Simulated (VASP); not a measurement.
# PbS (Galena) (Fm-3m) in VASP: a series of runs

One crystal, PbS (Galena), is run at these levels: LDA; tasks: relaxation of the atoms.

Program: VASP 6.6.1. These are calculated values, not measurements. Logs are shortened: lines on timing, memory, paths and dates and some standing lists are left out, and cuts for length are marked.

## Step 1: The crystal as given

It takes space group Fm-3m (No. 225, cubic). Conventional cell: a = 5.848 Å, b = 5.848 Å, c = 5.848 Å, α = 90.00°, β = 90.00°, γ = 90.00°. Pb (site symmetry m-3m) has 6 S at 2.92 Å as nearest neighbours. S (site symmetry m-3m) is surrounded by 6 Pb at 2.92 Å.

## Step 2: Relaxation of the atoms, LDA

INCAR reads:

```
SYSTEM = PbS
  ALGO = Fast
  EDIFF = 1E-7
  EDIFFG = -0.01
  ENCUT = 600
  IBRION = 2
  ISIF = 2
  ISMEAR = 0
  LASPH = .True.
  LCHARG = .False.
  LREAL = .False.
  LWAVE = .False.
  NELM = 80
  NSW = 40
  PREC = Accurate
  SIGMA = 0.03
```

KPOINTS reads:

```
k-points
0
Gamma
  8 8 8
  0 0 0
```

POSCAR reads:

```
PbS                                     
1.0
    0.0000000000      2.9241141578      2.9241141578
    2.9241141578      0.0000000000      2.9241141578
    2.9241141578      2.9241141578      0.0000000000
  Pb              S             
     1     1
Direct
     0.0000000000000000    0.0000000000000000    0.0000000000000000
     0.5000000000000000    0.5000000000000000    0.5000000000000000
```

Potentials or basis: VASP PAW LDA potentials, release 64 (Pb_d, S).

Launch:

```console
$ cat potpaw_LDA.64/Pb_d/POTCAR potpaw_LDA.64/S/POTCAR > POTCAR
$ mpirun -np 1 vasp_std > vasp.out
```

OUTCAR:

```text
SYSTEM = PbS
   EDIFF = 1E-7
   EDIFFG = -0.01
   ENCUT = 600
   IBRION = 2
   ISIF = 2
   ISMEAR = 0
   LASPH = .True.
   LREAL = .False.
   NELM = 80
   NSW = 40
   PREC = Accurate

 ion  position               nearest neighbor table
   1  0.000  0.000  0.000-   2 2.92   2 2.92   2 2.92   2 2.92   2 2.92   2 2.92
   2  0.500  0.500  0.500-   1 2.92   1 2.92   1 2.92   1 2.92   1 2.92   1 2.92

  LATTYP: Found a face centered cubic cell.
 ALAT       =     5.8482283156

  Lattice vectors:

 A1 = (   0.0000000000,   2.9241141578,   2.9241141578)
 A2 = (   2.9241141578,   0.0000000000,   2.9241141578)
 A3 = (   2.9241141578,   2.9241141578,   0.0000000000)

Analysis of symmetry for initial positions (statically):
=====================================================================
 Subroutine PRICEL returns:
 Original cell was already a primitive cell.

 Routine SETGRP: Setting up the symmetry group for a
 face centered cubic supercell.

 Subroutine GETGRP returns: Found 48 space group operations
 (whereof 48 operations were pure point group operations)
 out of a pool of 48 trial point group operations.

The static configuration has the point symmetry O_h .

Analysis of symmetry for dynamics (positions and initial velocities):
=====================================================================
 Subroutine PRICEL returns:
 Original cell was already a primitive cell.

 Routine SETGRP: Setting up the symmetry group for a
 face centered cubic supercell.

 Subroutine GETGRP returns: Found 48 space group operations
 (whereof 48 operations were pure point group operations)
 out of a pool of 48 trial point group operations.

The dynamic configuration has the point symmetry O_h .

 Subroutine INISYM returns: Found 48 space group operations
 (whereof 48 operations are pure point group operations),
 and found     1 'primitive' translations

----------------------------------------------------------------------------------------

                                     Primitive cell

  volume of cell :      50.0049

  direct lattice vectors                    reciprocal lattice vectors
     0.000000000  2.924114158  2.924114158    -0.170991956  0.170991956  0.170991956
     2.924114158  0.000000000  2.924114158     0.170991956 -0.170991956  0.170991956
     2.924114158  2.924114158  0.000000000     0.170991956  0.170991956 -0.170991956

  length of vectors
     4.135321900  4.135321900  4.135321900     0.296166756  0.296166756  0.296166756

  position of ions in fractional coordinates (direct lattice)
     0.000000000  0.000000000  0.000000000
     0.500000000  0.500000000  0.500000000

  ion indices of the primitive-cell ions
   primitive index   ion index
                 1           1
                 2           2

----------------------------------------------------------------------------------------

 KPOINTS: k-points

Automatic generation of k-mesh.
 Grid dimensions read from file:
 generate k-points for:    8    8    8

 Generating k-lattice:

  Cartesian coordinates                     Fractional coordinates (reciprocal lattice)
    -0.021373995  0.021373995  0.021373995     0.125000000  0.000000000  0.000000000
     0.021373995 -0.021373995  0.021373995     0.000000000  0.125000000  0.000000000
     0.021373995  0.021373995 -0.021373995     0.000000000  0.000000000  0.125000000

  Length of vectors
     0.037020844  0.037020844  0.037020844

  Shift w.r.t. Gamma in fractional coordinates (k-lattice)
     0.000000000  0.000000000  0.000000000

 Subroutine IBZKPT returns following result:
 ===========================================

 Found     29 irreducible k-points:

 Following reciprocal coordinates:
            Coordinates               Weight
  0.000000  0.000000  0.000000      1.000000
  0.125000  0.000000  0.000000      8.000000
  0.250000  0.000000  0.000000      8.000000
  0.375000  0.000000  0.000000      8.000000
  0.500000  0.000000  0.000000      4.000000
  0.125000  0.125000  0.000000      6.000000
[... 16 lines left out ...]
  0.500000  0.250000  0.125000     48.000000
 -0.375000  0.250000  0.125000     24.000000
 [... further k-points ...]
   k-points           NKPTS =     29   k-points in BZ     NKDIM =     29   number of bands    NBANDS=     14
   number of dos      NEDOS =    301   number of ions     NIONS =      2
   total plane-waves  NPLWV =  46656
   dimension x,y,z NGX =    36 NGY =   36 NGZ =   36
   dimension x,y,z NGXF=    72 NGYF=   72 NGZF=   72
   ions per type =               1   1
   NGX,Y,Z   is equivalent  to a cutoff of  14.47, 14.47, 14.47 a.u.
   NGXF,Y,Z  is equivalent  to a cutoff of  28.95, 28.95, 28.95 a.u.
 SYSTEM =  PbS
   PREC   = accura    normal or accurate (medium, high low for compatibility)
   ISTART =      0    job   : 0-new  1-cont  2-samecut
   ICHARG =      2    charge: 1-file 2-atom 10-const
   ISPIN  =      1    spin polarized calculation?
   LNONCOLLINEAR =      F non collinear calculations
   LSORBIT =      F    spin-orbit coupling
   LASPH  =      T    aspherical Exc in radial PAW
   ENCUT  =  600.0 eV  44.10 Ry    6.64 a.u.   8.26  8.26  8.26*2*pi/ulx,y,z
   NELM   =     80;   NELMIN=  2; NELMDL= -5     # of ELM steps
   EDIFF  = 0.1E-06   stopping-criterion for ELM
   LREAL  =      F    real-space projection
   EDIFFG = -.1E-01   stopping-criterion for IOM
   NSW    =     40    number of steps for IOM
   IBRION =      2    ionic relax: 0-MD 1-quasi-New 2-CG
   NFREE  =      1    steps in history (QN), initial steepest desc. (CG)
   ISIF   =      2    stress and relaxation
   ISYM   =      2    0-nonsym 1-usesym 2-fastsym
   POTIM  = 0.5000    time-step for ionic-motion
   TEBEG  =    0.0;   TEEND  =   0.0 temperature during run
   PSTRESS=    0.0 pullay stress
   NELECT =      20.0000    total number of electrons
   NUPDOWN=      -1.0000    fix difference up-down
   EMIN   =  10.00;   EMAX   =-10.00  energy-range for DOS
   EFERMI =   0.00;   METHOD = LEGACY
   ISMEAR =     0;   SIGMA  =   0.03  broadening in eV -4-tet -1-fermi 0-gaus
   EFERMI_NEDOS =   21; number of points for ismear=-14 and -15
   IALGO  =     68    algorithm
   IMIX   =      4    mixing-type and parameters
     AMIX     =   0.40;   BMIX     =  1.00
     AMIX_MAG =   1.60;   BMIX_MAG =  1.00
  volume/ion in A,a.u.               =      25.00       168.73
  Fermi-wavevector in a.u.,A,eV,Ry     =   1.206185  2.279359 19.794867  1.454882
  Thomas-Fermi vector in A             =   2.341859
   LORBIT       =      0    0 simple, 1 ext, 2 COOP (PROOUT), +10 PAW based schemes
   GGA     = CA    functional components
   LHFCALC =     F    Hartree Fock is set to
   AEXX    =    0.0000 exact exchange contribution
   IVDW    =     0    specifies the selected vdW correction
   LEPSILON=     F    determine dielectric tensor
   LRPA    =     F    only Hartree local field effects (RPA)
 conjugate gradient relaxation of ions
 non-spin polarized calculation
 RMM-DIIS sequential band-by-band and
 Gauss-broadening in eV      SIGMA  =   0.03
  energy-cutoff  :      600.00
  volume of cell :       50.00
 maximum number of plane-waves:      1700
 NGX is ok and might be reduce to    36
   NGX = 17   NGY = 17   NGZ = 17

 number of electron      20.0000001 magnetization

 Free energy of the ion-electron system (eV)
  ---------------------------------------------------
  ext. energy  EPLUGINS =         0.00000000
  ---------------------------------------------------
  free energy    TOTEN  =        -9.99935890 eV

  energy without entropy =       -9.99920800  energy(sigma->0) =       -9.99928345

 E-fermi :   6.2469     XC(G=0): -10.2242

 val. band max:        6.2244717720   @ k =   0.5000   0.0000   0.0000
 cond. band min:       6.2694146748   @ k =   0.5000   0.0000   0.0000
 fundamental gap:      0.0449429027
 Fermi energy:         6.2469432232

 k-point     1 :       0.0000    0.0000    0.0000
  band No.  band energies     occupation
      1     -10.6848      2.00000
      2     -10.6848      2.00000
      3     -10.6848      2.00000
      4     -10.6772      2.00000
      5     -10.6772      2.00000
      6      -7.7955      2.00000
      7       0.1691      2.00000
      8       3.7939      2.00000
      9       3.7939      2.00000
     10       3.7939      2.00000
     11      11.3667      0.00000
     12      11.3675      0.00000
     13      11.3706      0.00000
     14      12.7087      0.00000

 k-point     2 :       0.1250    0.0000    0.0000
  band No.  band energies     occupation
      1     -10.6850      2.00000
      2     -10.6850      2.00000
      3     -10.6841      2.00000
      4     -10.6745      2.00000
      5     -10.6745      2.00000
      6      -7.6500      2.00000
      7      -0.3581      2.00000
      8       3.8404      2.00000
      9       3.8404      2.00000
     10       4.1912      2.00000
     11      10.0581      0.00000
     12      10.5200      0.00000
     13      10.5200      0.00000
     14      12.6583      0.00000

 k-point     3 :       0.2500    0.0000    0.0000
  band No.  band energies     occupation
      1     -10.6976      2.00000
      2     -10.6976      2.00000
      3     -10.6831      2.00000
      4     -10.6556      2.00000
      5     -10.6556      2.00000
      6      -7.2419      2.00000
      7      -1.4533      2.00000
      8       3.9731      2.00000
      9       3.9731      2.00000
     10       4.9205      2.00000
     11       8.3835      0.00000
     12       9.2390      0.00000
     13       9.2390      0.00000
     14      12.8346      0.00000
[... 324 lines left out ...]
 k-point    23 :       0.5000    0.2500    0.1250
  band No.  band energies     occupation
      1     -10.7573      2.00000
      2     -10.6914      2.00000
      3     -10.6788      2.00000
      4     -10.6449      2.00000
      5     -10.6314      2.00000
      6      -6.3851      2.00000
      7      -2.3008      2.00000
      8       2.4295      2.00000
      9       3.2753      2.00000
     10       4.9086      2.00000
     11       7.8242      0.00000
     12       9.2940      0.00000
     13      10.1578      0.00000
     14      13.1025      0.00000

 k-point    24 :      -0.3750    0.2500    0.1250
  band No.  band energies     occupation
      1     -10.7643      2.00000
      2     -10.6960      2.00000
      3     -10.6683      2.00000
      4     -10.6506      2.00000
      5     -10.6251      2.00000
      6      -6.1269      2.00000
      7      -2.6244      2.00000
      8       2.4280      2.00000
      9       2.8904      2.00000
     10       5.1102      2.00000
     11       7.5172      0.00000
     12       9.4715      0.00000
     13      10.1547      0.00000
     14      14.0567      0.00000

 [... further k-points ...]
[... 5 lines left out ...]
  --------------------------------------------------------------------------------------
  -------------------------------------------------------------------------------------
  Total        0.0038283      0.0038283      0.0038283     -0.0000000     -0.0000000      0.0000000
  in kB        0.1226612      0.1226612      0.1226612     -0.0000000     -0.0000000      0.0000000
  external PRESSURE =       0.1226612 kB  Pullay stress =       0.0000000 kB

 VOLUME and BASIS-vectors are now :
 -----------------------------------------------------------------------------
  energy-cutoff  :      600.00
  volume of cell :       50.00
      direct lattice vectors                 reciprocal lattice vectors
     0.000000000  2.924114158  2.924114158    -0.170991956  0.170991956  0.170991956
     2.924114158  0.000000000  2.924114158     0.170991956 -0.170991956  0.170991956
     2.924114158  2.924114158  0.000000000     0.170991956  0.170991956 -0.170991956

 POSITION                                       TOTAL-FORCE (eV/Angst)
 -----------------------------------------------------------------------------------
      0.00000      0.00000      0.00000        -0.000000      0.000000      0.000000
      2.92411      2.92411      2.92411         0.000000      0.000000     -0.000000
 -----------------------------------------------------------------------------------
    total drift:                                0.000000      0.000000      0.000000

  FREE ENERGIE OF THE ION-ELECTRON SYSTEM (eV)
  ---------------------------------------------------
  free  energy   TOTEN  =        -9.9993589031 eV

  energy  without entropy=       -9.9992080010  energy(sigma->0) =       -9.99928345

 reached required accuracy - stopping structural energy minimisation
```

Run time: 12 s. Hardware: 1 thread of Intel Xeon 6975P-C (Granite Rapids), shared host; peak memory 0.18 GiB.

What came out:

* Free energy: -9.9994 eV
* Pressure after relaxing: 0.0 GPa
* Band gap on the k mesh: 0.04 eV, direct

Final structure:
```cif
data_structure
_symmetry_space_group_name_H-M 'P 1'
_symmetry_Int_Tables_number 1
_cell_length_a 4.1353
_cell_length_b 4.1353
_cell_length_c 4.1353
_cell_angle_alpha 60.000
_cell_angle_beta 60.000
_cell_angle_gamma 60.000
_cell_volume 50.00
loop_
_atom_site_label
_atom_site_type_symbol
_atom_site_fract_x
_atom_site_fract_y
_atom_site_fract_z
_atom_site_occupancy
Pb1 Pb 0.00000 0.00000 0.00000 1
S1 S 0.50000 0.50000 0.50000 1
```

Levels at points of the mesh, in eV from the valence-band top:
| k point | band 8 | band 9 | band 10 | band 11 | band 12 | band 13 |
| --- | --- | --- | --- | --- | --- | --- |
| (0.00, 0.00, 0.00) | -2.43 | -2.43 | -2.43 | 5.14 | 5.14 | 5.15 |
| (0.50, 0.00, 0.00) | -1.99 | -1.99 | 0.00 | 0.04 | 1.68 | 1.68 |
| (0.50, 0.50, 0.00) | -5.68 | -3.80 | -3.80 | 3.49 | 5.55 | 5.67 |

Caveat: the relaxation stopped at its first step, so nothing moved; spin-orbit coupling is left out, which as a rule narrows the gap of such compounds by several tenths of an eV.

## Step 3: Relaxation of the atoms, LDA (a relaxed cell with its volume scaled by 1.02)

INCAR is that of step 2.

KPOINTS is that of step 2.

POSCAR reads:

```
PbS                                     
1.0
    0.0000000000      2.9434797166      2.9434797166
    2.9434797166      0.0000000000      2.9434797166
    2.9434797166      2.9434797166      0.0000000000
  Pb              S             
     1     1
Direct
     0.0000000000000000    0.0000000000000000    0.0000000000000000
     0.5000000000000000    0.5000000000000000    0.5000000000000000
```

Potentials or basis: VASP PAW LDA potentials, release 64 (Pb_d, S).

Launch:

```console
$ cat potpaw_LDA.64/Pb_d/POTCAR potpaw_LDA.64/S/POTCAR > POTCAR
$ mpirun -np 1 vasp_std > vasp.out
```

Wall time 12 s (1 thread of Intel Xeon 6975P-C (Granite Rapids), shared host); peak memory 0.18 GiB.

The run converged. Its results:

```yaml
Free_energy: -9.9957 eV
Pressure_after_relaxing: -1.2 GPa
Band_gap_on_the_k_mesh: 0.12 eV, direct
```

Final structure:
```yaml
crystal:
  lattice:
    - [0.00000, 2.94348, 2.94348]
    - [2.94348, 0.00000, 2.94348]
    - [2.94348, 2.94348, 0.00000]
  atoms:
    - { symbol: Pb, position: [0.00000, 0.00000, 0.00000] }
    - { symbol: S, position: [0.50000, 0.50000, 0.50000] }
```

Levels at points of the mesh, in eV from the valence-band top:
```tsv
k point	band 8	band 9	band 10	band 11	band 12	band 13
(0.00, 0.00, 0.00)	-2.30	-2.30	-2.30	5.11	5.11	5.11
(0.50, 0.00, 0.00)	-1.88	-1.88	0.00	0.12	1.76	1.76
(0.50, 0.50, 0.00)	-5.48	-3.64	-3.64	3.60	5.51	5.62
```

Caveat: the relaxation stopped at its first step, so nothing moved; spin-orbit coupling is left out, which as a rule narrows the gap of such compounds by several tenths of an eV. A k mesh can miss the band edges.
